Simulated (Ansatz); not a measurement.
# Frozen normal mode in WS₂

All numbers below come from Ansatz 0.2.0, DFT PBEsol, scalar-relativistic, plane waves, PAW. Settings: plane waves to 420 eV, k-mesh 10×6×10 (Γ-centred), Gaussian smearing 0.05 eV. Spin–orbit coupling is left out, which can shift energies with elements as heavy as these. No spin polarisation. Energies are free energies at this smearing, counted from the undisturbed cell; pressure is positive in compression.

Reference structure (relaxed at this level; this form isn't the usual structure):

```
CELL_PARAMETERS angstrom
-3.14761 0.00000 0.00000
0.00000 5.45181 0.00000
1.57380 -0.90864 -6.37046
ATOMIC_POSITIONS crystal
W 0.50101 0.50034 0.00201
W 0.00101 0.00034 0.00201
S 0.87806 0.62602 0.75611
S 0.37806 0.12602 0.75611
S 0.12399 0.70800 0.24797
S 0.62399 0.20800 0.24797
```

The cell holds layers and no dispersion correction was added, so their binding is poorly described.

A zone-centre mode of this cell is frozen in: each atom moves by x times its row below, so x is the largest displacement.
```
atom ux uy uz
  W1  0.000   0.003  -0.062
  W2  0.000  -0.003   0.062
  S3  0.000  -0.228   0.923
  S4  0.000   0.228  -0.923
  S5  0.000   0.383   0.924
  S6  0.000  -0.383  -0.924
```

```csv
x (Å),ΔE (meV/cell)
-0.3000,2444.3
-0.1500,612.3
0.0000,0.0
0.0375,38.3
0.0750,153.1
0.1125,344.5
0.1875,956.5
0.2250,1376.8
0.2625,1872.9
```

**Question.** Predict the pressure (GPa) at each point.

**Answer.**
```tsv
x (Å)	pressure (GPa)
-0.3000	7.9
-0.1500	2.0
0.0000	0.0
0.0375	0.1
0.0750	0.5
0.1125	1.1
0.1875	3.1
0.2250	4.5
0.2625	6.1
```

Cost: 9 runs of about 5.8 core-minutes in all, on Intel Xeon 6975P-C (Granite Rapids) (shared hosts).